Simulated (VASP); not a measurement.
## VASP 6.6.1 run: BaHfO$_{3}$

INCAR

```
IBRION = -1
ISMEAR = -1
NELM = 84
LDAUJ = 0 0 0
ENCUT = 520
SIGMA = 0.02
LWAVE = .FALSE.
LASPH = .TRUE.
NSW = 0
ISYM = -1
EDIFF = 1E-7
LDAUL = -1 2 -1
LDAU = .TRUE.
NBANDS = 27
LCHARG = .FALSE.
ISIF = 2
LDAUU = 0 4.0 0
PREC = Accurate
LDAUTYPE = 2
LMAXMIX = 4
LREAL = .FALSE.
GGA = PE
```

KPOINTS

```
KPOINTS created by Atomic Simulation Environment
0
Gamma
4 4 4
0 0 0
```

POSCAR

```
Ba Hf O
 1.0000000000000000
     4.0099764200000001    0.0000000000000000    0.0000000000000000
     0.0000000000000000    4.0099764200000001    0.0000000000000000
     0.0000000000000000    0.0000000000000000    4.0099764200000001
 Ba  Hf  O
   1   1   3
Cartesian
  0.0000000000000000  0.0000000000000000  0.0000000000000000
  2.0049882100000000  2.0049882100000000  2.0049882100000000
  2.0049882100000000  2.0049882100000000  0.0000000000000000
  2.0049882100000000  0.0000000000000000  2.0049882100000000
  0.0000000000000000  2.0049882100000000  2.0049882100000000
```

The recommended PBE PAW datasets give the neutral cell 38 valence electrons.

Command

```
mpirun -np 1 vasp_std
```

OSZICAR

```
N       E                     dE             d eps       ncg     rms          rms(c)
DAV:   1     0.224785201451E+03    0.22479E+03   -0.21466E+04  3456   0.139E+03
DAV:   2    -0.358279831194E+02   -0.26061E+03   -0.25168E+03  4256   0.326E+02
DAV:   3    -0.473005557388E+02   -0.11473E+02   -0.11423E+02  4577   0.643E+01
DAV:   4    -0.474680036235E+02   -0.16745E+00   -0.16724E+00  4695   0.714E+00
DAV:   5    -0.474713802310E+02   -0.33766E-02   -0.33764E-02  4452   0.711E-01    0.779E+01
DAV:   6    -0.400490747433E+02    0.74223E+01   -0.31873E+01  3725   0.354E+01    0.641E+01
DAV:   7    -0.400171751779E+02    0.31900E-01   -0.18044E+00  4309   0.826E+00    0.362E+01
DAV:   8    -0.400320495128E+02   -0.14874E-01   -0.22121E-01  4017   0.357E+00    0.670E+00
DAV:   9    -0.400174356614E+02    0.14614E-01   -0.62117E-02  4030   0.163E+00    0.274E+00
DAV:  10    -0.400171038882E+02    0.33177E-03   -0.77572E-03  4074   0.616E-01    0.735E-01
DAV:  11    -0.400170261894E+02    0.77699E-04   -0.58910E-04  4287   0.160E-01    0.138E-01
DAV:  12    -0.400170455406E+02   -0.19351E-04   -0.49300E-05  4218   0.461E-02    0.142E-01
DAV:  13    -0.400170496901E+02   -0.41495E-05   -0.69956E-06  4567   0.182E-02    0.560E-03
DAV:  14    -0.400170494437E+02    0.24643E-06   -0.36547E-07  4410   0.375E-03    0.181E-03
DAV:  15    -0.400170492502E+02    0.19350E-06   -0.13086E-07  3124   0.244E-03    0.446E-04
DAV:  16    -0.400170492662E+02   -0.16049E-07   -0.11236E-08  1995   0.697E-04
   1 F= -.40017049E+02 E0= -.40017049E+02  d E =-.140160E-11
```

From OUTCAR

```
k-points           NKPTS =     64   k-points in BZ     NKDIM =     64   number of bands    NBANDS=     27

   NELECT =      38.0000    total number of electrons

   dimension x,y,z NGX =    30 NGY =   30 NGZ =   30
   dimension x,y,z NGXF=    60 NGYF=   60 NGZF=   60

  energy-cutoff  :      520.00
  volume of cell :       64.48
      direct lattice vectors                 reciprocal lattice vectors
     4.009976420  0.000000000  0.000000000     0.249378025  0.000000000  0.000000000
     0.000000000  4.009976420  0.000000000     0.000000000  0.249378025  0.000000000
     0.000000000  0.000000000  4.009976420     0.000000000  0.000000000  0.249378025

 k-points in reciprocal lattice and weights: KPOINTS created by Atomic Simulation Env
   0.00000000  0.00000000  0.00000000       0.016
   0.25000000  0.00000000  0.00000000       0.016
   0.50000000  0.00000000  0.00000000       0.016
  -0.25000000  0.00000000  0.00000000       0.016
   0.00000000  0.25000000  0.00000000       0.016
   0.25000000  0.25000000  0.00000000       0.016
   0.50000000  0.25000000  0.00000000       0.016
  -0.25000000  0.25000000  0.00000000       0.016
   ...

 E-fermi :   3.8201

 k-point     1 :       0.0000    0.0000    0.0000
  band No.  band energies     occupation
      1     -25.4447      2.00000
      2     -25.4447      2.00000
      3     -25.4447      2.00000
      4     -21.6364      2.00000
      5     -13.6666      2.00000
      6     -13.0799      2.00000
      7     -13.0798      2.00000
      8      -6.8084      2.00000
      9      -6.8084      2.00000
     10      -6.8084      2.00000
     11       1.8126      2.00000
     12       1.8126      2.00000
     13       1.8126      2.00000
     14       2.1551      2.00000
     15       2.1551      2.00000
     16       2.1551      2.00000
     17       3.2321      2.00000
     18       3.2321      2.00000
     19       3.2321      2.00000
     20       7.7110      0.00000
     21       7.7110      0.00000
     22       7.7110      0.00000
     23       8.1074      0.00000
     24       8.1074      0.00000
     25      10.3180      0.00000
     26      13.2108      0.00000
     27      13.2108      0.00000

 k-point     2 :       0.2500    0.0000    0.0000
  band No.  band energies     occupation
      1     -25.5599      2.00000
      2     -25.4409      2.00000
      3     -25.4409      2.00000
      4     -21.5607      2.00000
      5     -13.7477      2.00000
      6     -13.0610      2.00000
      7     -12.6414      2.00000
      8      -6.7468      2.00000
      9      -6.7468      2.00000
     10      -6.6119      2.00000
     11       0.6234      2.00000
     12       1.4624      2.00000
     13       1.4624      2.00000
     14       1.6720      2.00000
     15       1.7883      2.00000
     16       1.7883      2.00000
     17       1.9996      2.00000
     18       3.0491      2.00000
     19       3.0491      2.00000
     20       8.0722      0.00000
     21       9.1663      0.00000
     22       9.1999      0.00000
     23       9.1999      0.00000
     24       9.2338      0.00000
     25      11.6637      0.00000
     26      12.1987      0.00000
     27      13.3563      0.00000

 ...

  Total       14.8284399     14.8284400     14.8284375     -0.0000001      0.0000001     -0.0000002
  in kB      368.4517182    368.4517214    368.4516600     -0.0000032      0.0000013     -0.0000052
  external PRESSURE =     368.4516999 kB  Pullay stress =       0.0000000 kB

 POSITION                                       TOTAL-FORCE (eV/Angst)
 -----------------------------------------------------------------------------------
      0.00000      0.00000      0.00000        -0.000000      0.000000      0.000000
      2.00499      2.00499      2.00499         0.000000     -0.000000     -0.000000
      2.00499      2.00499      0.00000         0.000000     -0.000000     -0.000000
      2.00499      0.00000      2.00499         0.000000     -0.000000     -0.000000
      0.00000      2.00499      2.00499         0.000000     -0.000000     -0.000000
 -----------------------------------------------------------------------------------
    total drift:                               -0.000000      0.000000      0.000000

  FREE ENERGIE OF THE ION-ELECTRON SYSTEM (eV)
  ---------------------------------------------------
  free  energy   TOTEN  =       -40.0170492662 eV

  energy  without entropy=      -40.0170492662  energy(sigma->0) =      -40.01704927
```

It converged. Results: gap between bands v and c on the k mesh 4.38 eV; least direct gap on the k mesh 4.48 eV; pressure 36.8 GPa. Band v is the last that the valence electrons fill when counted band by band, and c is the next.

For comparison, a separate PBE run of the intended cell, on usual settings and not on those above, gives a gap of 3.79 eV on its mesh and a pressure of 30.3 GPa.

The run above took about 80 s on one core of a shared host (Intel Xeon Platinum 8488C) and held 0.25 GiB at most.
